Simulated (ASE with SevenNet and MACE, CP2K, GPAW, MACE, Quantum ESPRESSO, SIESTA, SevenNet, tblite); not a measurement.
## Random fluorite-type (Ti, Sn, Zr)O2 solid solution (96 atoms) in machine-learned potentials

Wanted: machine-learned potentials inputs and outputs for random fluorite-type (Ti, Sn, Zr)O2 solid solution (96 atoms), checked against a plane-wave reference.

Calculated with ASE with SevenNet and MACE; the method is named at each step.

## 1. Starting point

The cell holds 96 atoms: 12 Zr, 64 O, 12 Ti and 8 Sn. Cell: a = 9.966 Å, b = 9.966 Å, c = 9.966 Å, α = 90.0°, β = 90.0°, γ = 90.0°. Fluorite-type lattice (a = 4.983 Å, the mean of the end members), 2 x 2 x 2 cells, metal sites filled at random with 12 Ti, 8 Sn, 12 Zr; every coordinate displaced by a Gaussian of 0.05 Å. Then every atom was moved at random, 0.03 Å r.m.s. a Cartesian component.

The yardstick, on the same geometry:

| Quantity | Value |
| --- | --- |
| method | Kohn-Sham DFT, PBE, SSSP efficiency 1.3.0 pseudopotentials, plane waves (Quantum ESPRESSO 7.5); sssp-pbe-1.3.0-efficiency, cutoffs 60/480 Ry, Γ point |
| r.m.s. force component | 1.104 eV/Å |
| longest force | 3.828 eV/Å |
| pressure | 9.851 GPa |
| gap (highest filled to lowest empty level) | 0.9189 eV |
| time | 26 min on 1 thread of Arm Neoverse V1, shared host |
| CPU time | 26 min |

## 2. SevenNet l3i5 potential

Method: machine-learned interatomic potential SevenNet l3i5, trained on PBE(+U) plane-wave data.

run.py reads:

```python
import numpy as np
from ase.io import read
import mlip  # loads the published weights by name

atoms = read("structure.xyz")
atoms.calc = mlip.calc("7net-l3i5")
energy = atoms.get_potential_energy()
forces = atoms.get_forces()
print(f"energy {energy:.6f} eV")
print("forces (eV/A)")
for i, (a, f) in enumerate(zip(atoms, forces)):
    print(f"{i:4d} {a.symbol:2s} {f[0]:10.5f} {f[1]:10.5f} {f[2]:10.5f}")
stress = -atoms.get_stress(voigt=False) * 160.21766
print("stress (GPa, compression positive)")
for row in stress:
    print(" ".join(f"{x:10.4f}" for x in row))
```

structure.xyz reads:

```xyz
96
Lattice="9.96600 0.00000 0.00000 0.00000 9.96600 0.00000 0.00000 0.00000 9.96600" Properties=species:S:1:pos:R:3 pbc="T T T"
Zr 9.93192 0.06009 0.05441
O 1.23947 1.20967 1.17051
O 3.62055 3.77163 3.66380
Ti 0.01306 2.48662 2.48233
O 1.25342 3.67446 3.69121
O 3.68323 1.23060 1.21346
Zr 2.42323 0.03139 2.43519
O 3.75110 1.13852 3.71722
O 1.27575 3.76555 1.29817
Sn 2.44805 2.49090 9.94158
O 3.77771 3.70915 1.31272
O 1.17380 1.29100 3.73007
Zr 0.05661 0.04335 4.96078
O 1.25532 1.23269 6.19287
O 3.71453 3.61716 8.74277
Ti 9.93421 2.44914 7.42337
O 1.15516 3.69440 8.65527
O 3.76366 1.22691 6.20782
Ti 2.52259 0.00209 7.38281
O 3.75678 1.25143 8.67451
O 1.25402 3.81618 6.16576
Zr 2.42941 2.52479 5.03672
O 3.70536 3.74492 6.13617
O 1.27316 1.19313 8.71407
Ti 0.02392 5.00034 9.94627
O 1.21087 6.24161 1.30465
O 3.82067 8.72155 3.67755
Sn 0.03757 7.50729 2.44516
O 1.18884 8.66045 3.66998
O 3.74801 6.14314 1.23140
Ti 2.57232 5.02137 2.40958
O 3.69001 6.26204 3.64506
O 1.27316 8.65338 1.35069
Zr 2.52399 7.52682 9.94308
O 3.69270 8.77307 1.20648
O 1.25123 6.13876 3.71064
Zr 0.07554 5.03193 4.94652
O 1.27236 6.22317 6.20493
O 3.67327 8.80396 8.68328
Ti 9.86255 7.43533 7.50510
O 1.22422 8.60345 8.66623
O 3.73296 6.14175 6.33738
Zr 2.53954 4.95510 7.47370
O 3.73855 6.19138 8.68358
O 1.23289 8.60923 6.30908
Ti 2.45084 7.47450 4.90696
O 3.77731 8.68078 6.14583
O 1.16353 6.19168 8.69464
Sn 4.95569 0.01734 9.95853
O 6.25765 1.15745 1.29877
O 8.76031 3.82794 3.69081
Ti 4.93975 2.55558 2.48323
O 6.22975 3.72479 3.68553
O 8.72802 1.26807 1.19233
Zr 7.48736 9.87003 2.56326
O 8.64620 1.25273 3.79894
[... 36 atom lines left out ...]
O 6.27439 8.74227 6.25337
Sn 7.44400 7.39358 5.07110
O 8.77337 8.71816 6.18301
O 6.20254 6.18879 8.85240
```

On the command line:

```bash
$ OMP_NUM_THREADS=1 python run.py > output.txt
```

What it wrote:

```text
energy -784.430481 eV
forces (eV/A)
   0 Zr   -0.11736   -1.10384   -2.62181
   1 O    -0.24398    1.54638    1.78189
   2 O     2.16255    0.42925    0.23956
   3 Ti   -0.07386    1.42623    0.17385
   4 O    -0.84805   -0.23149   -0.92513
   5 O     0.82487    1.23629   -0.10087
   6 Zr    1.41624    0.33655    0.98629
   7 O    -1.01373    1.74176   -0.21792
   8 O    -0.81121   -0.12522   -0.56790
   9 Sn    0.03165    0.02839   -0.16411
  10 O     0.26449    0.58476   -0.23686
  11 O    -0.42567   -0.15956   -1.45347
  12 Zr   -0.96353   -1.48213    0.55360
  13 O    -0.05405   -0.24808    1.63466
  14 O     1.01556    0.64747   -0.54560
  15 Ti   -0.66555    0.93877    1.63042
  16 O    -0.57858   -0.48186    0.83511
  17 O    -0.16714    0.02885    1.75813
  18 Ti   -0.96164   -0.39624    1.39931
  19 O     0.33284   -0.23480   -1.42580
  20 O    -0.38658   -1.70965    0.86184
  21 Zr    0.60905    0.38509   -1.74405
  22 O     2.60853   -0.48315    0.29963
  23 O     0.91274    0.02030   -1.93323
[...]
88 O    -0.30223   -1.19479    0.18831
  89 O    -0.54101    0.38909    0.65212
  90 Ti    1.28629   -1.56095    0.97794
  91 O     0.14703    0.32321   -0.74744
  92 O    -0.96783   -1.36274   -1.20744
  93 Sn    1.47610    1.02183   -1.68941
  94 O    -0.37732   -0.92343    0.22911
  95 O    -0.79618   -1.07641   -2.44312
stress (GPa, compression positive)
   12.7155     2.0168    -0.6010
    2.0168    12.9848     0.2501
   -0.6010     0.2501    12.7392
```

Run time: 13 s. Hardware: 1 thread of Arm Neoverse V1, shared host; peak memory 1.8 GiB.

Banners, paths, timers and routine set-up lines are dropped from the logs unmarked, and long logs keep their key lines alone; longer cuts are marked.

Numbers from this run, and their distance from the reference:

| Item | Value |
| --- | --- |
| r.m.s. force component | 1.132 eV/Å |
| r.m.s. difference of force components | 202.3 meV/Å |
| longest difference of force vectors | 659.9 meV/Å |
| force difference over r.m.s. force | 18.32 % |
| slope of forces against the reference's | 1.009 |
| correlation of force components | 0.984 |
| pressure | 12.81 GPa |
| pressure difference | 2.962 GPa |

Length of the force difference by element (eV/Å):

```csv
element,atoms,mean,most
O,64,0.31,0.55
Sn,8,0.24,0.42
Ti,12,0.37,0.52
Zr,12,0.43,0.66
```

The surroundings of O53, picked at random, nearest first, numbered as they follow in the input and with coordinates relative to it.

```csv
atom,x,y,z,distance (Å),bonds,Fx,Fy,Fz (eV/Å)
O53,0.00,0.00,0.00,0.00,4,-2.06,-0.59,1.40
Ti85,-1.23,1.16,1.25,2.10,8,-0.75,-0.44,0.30
Ti52,-1.29,-1.17,-1.20,2.12,8,0.28,-0.80,0.13
Zr79,1.27,1.27,-1.14,2.12,8,0.96,-1.24,-1.98
Zr70,1.26,-1.30,1.35,2.26,8,-0.32,1.63,-1.28
O84,0.11,2.43,-0.02,2.44,4,-2.95,1.30,2.61
O57,0.02,-0.04,-2.48,2.48,4,-2.58,0.46,0.79
O60,-0.16,-2.51,0.11,2.52,4,0.63,0.47,-0.66
O51,2.53,0.10,0.01,2.53,4,0.49,-2.16,-0.05
O3,-2.61,0.05,-0.02,2.61,4,2.16,0.43,0.24
O69,0.05,0.04,2.66,2.66,4,-1.38,-0.02,-0.75
```

Atoms are counted from 1 here, from 0 in the log.

Forces lie 18 % from the reference's, at 0.0077 times its CPU time.

## 3. MACE MP-0b3 medium potential

Method: machine-learned interatomic potential MACE MP-0b3 medium, trained on PBE(+U) plane-wave data.

run.py: that of step 2 with these lines changed.

```diff
@@ -5,3 +5,3 @@
 atoms = read("structure.xyz")
-atoms.calc = mlip.calc("7net-l3i5")
+atoms.calc = mlip.calc("mace-mp-0b3-medium")
 energy = atoms.get_potential_energy()
```

structure.xyz is that of step 2.

What it wrote:

```text
energy -787.075579 eV
forces (eV/A)
   0 Zr    0.00427   -1.28513   -2.49714
   1 O    -0.17156    1.55060    1.57760
   2 O     1.67341    0.38621    0.09350
   3 Ti   -0.35459    1.36401    0.08037
   4 O    -0.63904   -0.10003   -0.82382
   5 O     0.74119    1.26508   -0.01659
   6 Zr    1.51646    0.11402    1.14479
   7 O    -1.37385    1.89671   -0.42198
   8 O    -0.70837   -0.01855   -0.52616
   9 Sn    0.38372    0.14113   -0.26620
  10 O     0.16804    0.50622   -0.35548
  11 O    -0.35184   -0.13851   -1.37387
  12 Zr   -0.91091   -1.72267    0.42123
  13 O    -0.10242    0.07950    1.54500
  14 O     0.85272    0.76987   -0.37123
  15 Ti   -0.70359    0.74569    1.56281
  16 O    -0.63489   -0.54829    0.70691
  17 O    -0.28771    0.02555    1.84012
  18 Ti   -1.03488   -0.61115    1.21941
  19 O     0.29140   -0.27373   -1.25620
  20 O    -0.44490   -1.72241    0.96490
  21 Zr    0.93047    0.40608   -1.76665
  22 O     2.15158   -0.33086    0.33706
  23 O     0.67935    0.12625   -1.82757
[...]
88 O    -0.29854   -1.39480    0.04566
  89 O    -0.64233    0.40511    0.62092
  90 Ti    1.05409   -1.74426    0.92016
  91 O     0.00571    0.03087   -0.80748
  92 O    -0.90238   -1.48519   -1.21537
  93 Sn    1.58122    1.17140   -1.92774
  94 O    -0.65714   -0.97878    0.15189
  95 O    -0.81035   -1.02309   -2.53486
stress (GPa, compression positive)
   11.2117     1.8460    -0.5542
    1.8460    11.4366     0.2928
   -0.5542     0.2928    11.6218
```

Elapsed: 11 s, on 1 thread; peak memory 1.3 GiB.

Against the reference:

| Property | Result |
| --- | --- |
| r.m.s. force component | 1.141 eV/Å |
| r.m.s. difference of force components | 215.1 meV/Å |
| longest difference of force vectors | 746.6 meV/Å |
| force difference over r.m.s. force | 19.48 % |
| slope of forces against the reference's | 1.016 |
| correlation of force components | 0.9822 |
| pressure | 11.42 GPa |
| pressure difference | 1.572 GPa |

Against the first run (18 %), the force difference from the reference is 19 %, at 0.82 times the CPU time.

## 4. MACE MPA-0 medium potential

Method: machine-learned interatomic potential MACE MPA-0 medium, trained on PBE(+U) plane-wave data.

run.py: that of step 3 with these lines changed.

```diff
@@ -5,3 +5,3 @@
 atoms = read("structure.xyz")
-atoms.calc = mlip.calc("mace-mp-0b3-medium")
+atoms.calc = mlip.calc("mace-mpa-0-medium")
 energy = atoms.get_potential_energy()
```

structure.xyz is that of step 3.

What it wrote:

```text
energy -784.504902 eV
forces (eV/A)
   0 Zr   -0.19349   -1.50638   -2.52302
   1 O    -0.29172    1.74015    1.75003
   2 O     1.88943    0.41808    0.24655
   3 Ti   -0.37714    1.28692    0.01314
   4 O    -0.59594   -0.07586   -0.98955
   5 O     0.78431    1.48120    0.02487
   6 Zr    1.74141   -0.03790    1.09712
   7 O    -1.37347    2.22692   -0.20319
   8 O    -0.74454   -0.05623   -0.59980
   9 Sn    0.16084   -0.01514   -0.08366
  10 O     0.12387    0.57454   -0.33729
  11 O    -0.32916   -0.01439   -1.44998
  12 Zr   -1.31727   -2.12087    0.30958
  13 O     0.13023    0.00922    1.67878
  14 O     1.03134    0.90621   -0.57607
  15 Ti   -0.75090    0.79557    1.63747
  16 O    -0.53560   -0.50377    0.79102
  17 O    -0.32977    0.16357    1.81951
  18 Ti   -0.95707   -0.85495    1.53042
  19 O     0.36444   -0.14609   -1.58688
  20 O    -0.40107   -1.88132    1.12533
  21 Zr    0.76553    0.16100   -1.91545
  22 O     2.57506   -0.48177    0.38144
  23 O     0.83815    0.14521   -2.11645
[...]
88 O    -0.14776   -1.34326   -0.03155
  89 O    -0.62558    0.29298    0.57555
  90 Ti    1.25113   -1.34407    1.04813
  91 O     0.00102    0.01173   -0.76925
  92 O    -0.87017   -1.34904   -1.23101
  93 Sn    1.72812    1.24107   -2.15559
  94 O    -0.46282   -0.95795    0.22840
  95 O    -0.88109   -1.22016   -2.71860
stress (GPa, compression positive)
   12.3522     2.1598    -0.5960
    2.1598    12.8211     0.3269
   -0.5960     0.3269    13.0221
```

Run time: 9.2 s. Hardware: 1 thread; peak memory 1.3 GiB.

Compared with the plane-wave run:

```
r.m.s. force component                  : 1.213 eV/Å
r.m.s. difference of force components   : 218.7 meV/Å
longest difference of force vectors     : 656 meV/Å
force difference over r.m.s. force      : 19.82 %
slope of forces against the reference's : 1.084
correlation of force components         : 0.9866
pressure                                : 12.73 GPa
pressure difference                     : 2.881 GPa
```

Against the first run (18 %), the force difference from the reference is 20 %, at 0.76 times the CPU time.

## 5. Side by side

Differences are against the plane-wave reference, forces as r.m.s. over components; share is that over the reference's r.m.s. force, slope the least-squares factor from reference forces to these. Total energies of different programs have different zeros and aren't compared.

```csv
run,"Δ force, r.m.s. (meV/Å)",share (%),slope,Δ pressure (GPa),cores,CPU time,memory (GiB)
reference,-,-,-,-,1,26 min,3.0
SevenNet l3i5 potential,202,18.3,1.009,2.96,1,12 s,1.8
MACE MP-0b3 medium potential,215,19.5,1.016,1.57,1,9.9 s,1.3
MACE MPA-0 medium potential,219,19.8,1.084,2.88,1,9.2 s,1.3
```

Times of the machine-learned potentials are mostly Python's start and the loading of weights.

CPU time is summed over cores on a shared host, where runs went side by side, so it is rough. Symmetry, cutoffs, thresholds, outputs and thread counts weren't matched or tuned between programs; memory under MPI is the largest rank's times the ranks.

## 6. Summary of results

```yaml
nearest_in_forces: SevenNet l3i5 potential, 18 %
its_cpu_time: 12 s
```

Machine-learned potentials differ by 18 % (SevenNet l3i5 potential) to 20 % (MACE MPA-0 medium potential); they were trained on other programs' data. The reference's pressure holds the uncorrected Pulay stress of its 60 Ry basis, so small pressure differences, and their order, may be the reference's own error. Machine-learned potentials mimic data converged in k, so the reference's own k-point error enters their differences. The host structure and its lattice constant were typed by rule, without a check against the phase diagram. The reference's pressure of 9.9 GPa belongs to a cell and atoms that aren't relaxed at this level. The runs have no spin polarisation, so any moments at edges, vacancies or dangling bonds can't form. The electronic-structure runs sample only Γ, in a cell whose shortest periodic width is 10 Å.

[Also dropped from logs without a mark: logging warnings of Python, and SIESTA's first energy breakdown and zero terms.]

[Logs are printed without paths, hosts, clocks, repeated set-up lines and the standing remarks that a program may print on its own settings, such as how far it seeks lower states.]

[Hosts, paths, dates, database ids (printed as entryN), source tags and the programs' standing remarks are cut or masked in the printed files.]
